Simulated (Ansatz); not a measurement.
Eigenvalues along a path: Cd (beta tin type)

```yaml
crystal:
  lattice:
    - [-2.93703, 2.93703, 1.49882]
    - [2.93703, -2.93703, 1.49882]
    - [2.93703, 2.93703, -1.49882]
  atoms:
    - { symbol: Cd, position: [0.62500, 0.87500, 0.75000] }
    - { symbol: Cd, position: [0.37500, 0.12500, 0.25000] }
```

The cell comes from a relaxation on PAW files under the same functional, begun from a prototype that needn't be the stable phase.

Computed with Ansatz 0.2.0; functional PBE, scalar-relativistic. Settings: a Γ-centred 14×14×14 k mesh, Fermi–Dirac smearing of 0.1 eV, no spin polarisation. Methods: LAPW: all electrons, basis error target 1 meV/atom.

Path points, in fractions of the reciprocal vectors: Γ (0.000, 0.000, 0.000), X (0.000, 0.000, 0.500), M (-0.500, 0.500, 0.500), Z (0.315, 0.315, -0.315), Z0 (-0.315, 0.685, 0.315), P (0.250, 0.250, 0.250). The distance column jumps between branches of the path. Levels in eV from the Fermi level; bands 9 to 22, counted from the lowest band of the run. The gap is zero, the pressure 0.00 GPa.

```
# k(1/Å) point b9 b10 b11 b12 b13 b14 b15 b16 b17 b18 b19 b20 b21 b22
0.000 Γ -9.32 -9.21 -9.21 -9.20 -8.35 -8.35 -8.33 -8.33 -8.18 -7.91 -7.61 1.29 1.29 2.04
0.108 - -9.31 -9.22 -9.21 -9.18 -8.35 -8.34 -8.33 -8.33 -8.19 -7.93 -7.56 0.53 1.37 2.68
0.216 - -9.28 -9.22 -9.22 -9.14 -8.37 -8.33 -8.33 -8.32 -8.21 -7.98 -7.41 -0.54 1.58 3.37
0.324 - -9.23 -9.23 -9.22 -9.08 -8.41 -8.33 -8.32 -8.31 -8.25 -8.05 -7.16 -1.59 1.93 3.86
0.432 - -9.24 -9.24 -9.15 -8.99 -8.47 -8.37 -8.31 -8.29 -8.28 -8.11 -6.80 -2.59 2.40 4.25
0.540 - -9.25 -9.25 -9.05 -8.89 -8.57 -8.45 -8.30 -8.29 -8.27 -8.16 -6.33 -3.51 2.98 4.64
0.648 - -9.26 -9.26 -8.94 -8.78 -8.69 -8.55 -8.29 -8.28 -8.25 -8.20 -5.77 -4.36 3.66 5.06
0.756 X -9.26 -9.26 -8.82 -8.82 -8.66 -8.66 -8.29 -8.29 -8.22 -8.22 -5.11 -5.11 4.42 4.42
0.864 - -9.26 -9.26 -8.82 -8.82 -8.65 -8.65 -8.29 -8.29 -8.23 -8.23 -5.05 -5.05 3.57 3.57
0.972 - -9.25 -9.25 -8.84 -8.84 -8.64 -8.64 -8.29 -8.29 -8.25 -8.25 -4.87 -4.87 2.41 2.41
1.081 - -9.25 -9.25 -8.86 -8.86 -8.61 -8.61 -8.30 -8.30 -8.27 -8.27 -4.58 -4.58 1.29 1.29
1.189 - -9.24 -9.24 -8.89 -8.89 -8.58 -8.58 -8.31 -8.31 -8.29 -8.29 -4.19 -4.19 0.25 0.25
1.297 - -9.24 -9.24 -8.91 -8.91 -8.56 -8.56 -8.32 -8.32 -8.30 -8.30 -3.70 -3.70 -0.70 -0.70
1.405 - -9.23 -9.23 -8.92 -8.92 -8.54 -8.54 -8.33 -8.33 -8.31 -8.31 -3.12 -3.12 -1.55 -1.55
1.513 M -9.23 -9.23 -8.93 -8.93 -8.54 -8.54 -8.33 -8.33 -8.31 -8.31 -2.66 -2.66 -2.11 -2.11
1.666 - -9.24 -9.24 -8.95 -8.88 -8.57 -8.52 -8.33 -8.32 -8.31 -8.30 -3.79 -2.59 -1.99 -0.80
1.818 - -9.24 -9.24 -9.01 -8.77 -8.68 -8.48 -8.33 -8.31 -8.30 -8.27 -4.95 -2.38 -1.64 0.91
1.971 - -9.24 -9.24 -9.08 -8.82 -8.61 -8.42 -8.33 -8.30 -8.28 -8.22 -5.92 -2.01 -1.10 2.78
2.124 - -9.24 -9.24 -9.17 -8.97 -8.46 -8.36 -8.34 -8.29 -8.28 -8.15 -6.68 -1.45 -0.42 4.78
2.277 - -9.24 -9.23 -9.23 -9.09 -8.38 -8.34 -8.34 -8.30 -8.24 -8.04 -7.21 -0.67 0.33 4.93
2.430 - -9.30 -9.22 -9.21 -9.17 -8.35 -8.34 -8.33 -8.32 -8.19 -7.95 -7.51 0.34 0.99 3.23
2.582 Γ -9.32 -9.21 -9.21 -9.20 -8.35 -8.35 -8.33 -8.33 -8.18 -7.91 -7.61 1.29 1.29 2.04
2.771 - -9.32 -9.18 -9.14 -9.11 -8.43 -8.43 -8.33 -8.33 -8.18 -7.92 -7.47 1.49 1.49 2.13
2.960 - -9.29 -9.12 -8.97 -8.86 -8.60 -8.60 -8.40 -8.40 -8.19 -7.94 -7.01 2.04 2.04 2.41
3.148 - -9.24 -9.04 -8.79 -8.79 -8.78 -8.52 -8.50 -8.50 -8.20 -7.96 -6.21 2.84 2.84 2.92
3.337 - -9.17 -8.96 -8.96 -8.95 -8.65 -8.59 -8.59 -8.22 -8.18 -7.98 -5.04 3.55 3.59 3.59
3.526 - -9.12 -9.06 -9.06 -8.85 -8.65 -8.65 -8.60 -8.25 -8.00 -7.96 -3.55 2.36 2.42 3.31
3.715 - -9.07 -9.07 -9.07 -8.76 -8.66 -8.66 -8.64 -8.29 -8.07 -7.92 -1.78 0.70 0.72 2.11
3.903 Z -9.05 -8.98 -8.98 -8.74 -8.70 -8.61 -8.61 -8.34 -8.22 -8.08 -0.74 -0.61 0.39 0.82
5.104 Z0 -9.05 -8.98 -8.98 -8.74 -8.70 -8.61 -8.61 -8.34 -8.22 -8.08 -0.74 -0.61 0.39 0.82
5.215 - -9.04 -8.89 -8.89 -8.82 -8.66 -8.56 -8.56 -8.37 -8.35 -8.25 -1.29 -1.21 0.12 0.12
5.326 - -9.04 -8.91 -8.78 -8.78 -8.64 -8.50 -8.50 -8.49 -8.46 -8.40 -1.76 -1.68 -0.50 -0.50
5.436 - -9.04 -9.00 -8.66 -8.65 -8.65 -8.62 -8.61 -8.44 -8.44 -8.43 -2.12 -2.04 -1.04 -1.04
5.547 - -9.10 -9.04 -8.85 -8.73 -8.59 -8.53 -8.53 -8.46 -8.39 -8.39 -2.37 -2.31 -1.49 -1.49
5.658 - -9.18 -9.10 -8.94 -8.82 -8.58 -8.49 -8.43 -8.43 -8.34 -8.34 -2.54 -2.50 -1.83 -1.83
5.769 - -9.23 -9.18 -8.95 -8.88 -8.56 -8.51 -8.36 -8.36 -8.32 -8.32 -2.64 -2.61 -2.04 -2.04
5.879 M -9.23 -9.23 -8.93 -8.93 -8.54 -8.54 -8.33 -8.33 -8.31 -8.31 -2.66 -2.66 -2.11 -2.11
6.636 X -9.26 -9.26 -8.82 -8.82 -8.66 -8.66 -8.29 -8.29 -8.22 -8.22 -5.11 -5.11 4.42 4.42
6.785 - -9.21 -9.21 -8.83 -8.83 -8.66 -8.66 -8.32 -8.32 -8.23 -8.23 -5.01 -5.01 4.52 4.52
6.935 - -9.09 -9.09 -8.86 -8.86 -8.64 -8.64 -8.39 -8.39 -8.24 -8.24 -4.72 -4.72 4.78 4.78
7.085 - -8.98 -8.98 -8.90 -8.90 -8.62 -8.62 -8.45 -8.45 -8.26 -8.26 -4.24 -4.24 5.05 5.05
7.234 - -9.02 -9.02 -8.89 -8.89 -8.60 -8.60 -8.40 -8.40 -8.26 -8.26 -3.56 -3.56 4.32 4.32
7.384 - -9.09 -9.09 -8.94 -8.94 -8.58 -8.58 -8.32 -8.32 -8.19 -8.19 -2.68 -2.68 2.74 2.74
7.534 - -9.13 -9.13 -8.99 -8.99 -8.57 -8.57 -8.31 -8.31 -8.09 -8.09 -1.60 -1.60 1.15 1.15
7.684 P -9.15 -9.15 -9.01 -9.01 -8.56 -8.56 -8.30 -8.30 -8.04 -8.04 -0.41 -0.41 -0.21 -0.21
```
